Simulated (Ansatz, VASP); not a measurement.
**TaN: VASP beside Ansatz**

```
Ta N
1.0
     5.14895    0.00000    0.00000
    -2.57447    4.45912    0.00000
     0.00000    0.00000    2.87551
Ta N
3 3
Direct
  0.00000 0.00000 0.00000
  0.33333 0.66667 0.50000
  0.66667 0.33333 0.50000
  0.39340 0.00000 0.00000
  0.60660 0.60660 0.00000
  0.00000 0.39340 0.00000
```

Alike in both runs: functional LDA; k mesh 9 × 9 × 12; occupations fermi-dirac, width 0.15 eV; no spin polarisation.

Ansatz relaxed the structure, and its values are those at the end. VASP's run is a single point on that final structure, the one shown.

|  | VASP | Ansatz |
| --- | --- | --- |
| version | VASP 6.6.1 | Ansatz 0.2.0 |
| potentials or method | VASP PAW LDA potentials, release 64 (Ta_pv, N) | scalar-relativistic, plane waves, PAW |
| plane-wave cutoff (eV) | 520 | 420 |
| valence electrons in the cell | 48 | 54 |

|  | VASP | Ansatz | Ansatz less VASP |
| --- | --- | --- | --- |
| gap on the k mesh at the Fermi level (eV) | none | none | - |
| pressure (GPa) | 1.9 | 0.0 | -1.95 |
| rms of the force components (eV/Å) | 0.005 | 0.000 | -0.0050 |

A gap of «none» marks a metal or a gap that the smearing closes. The two sets of potentials don't hold the same shells in valence. Ansatz warned: «pseudo_functional_mismatch».

The runs have no spin-orbit coupling, so splittings on Ta are missing.
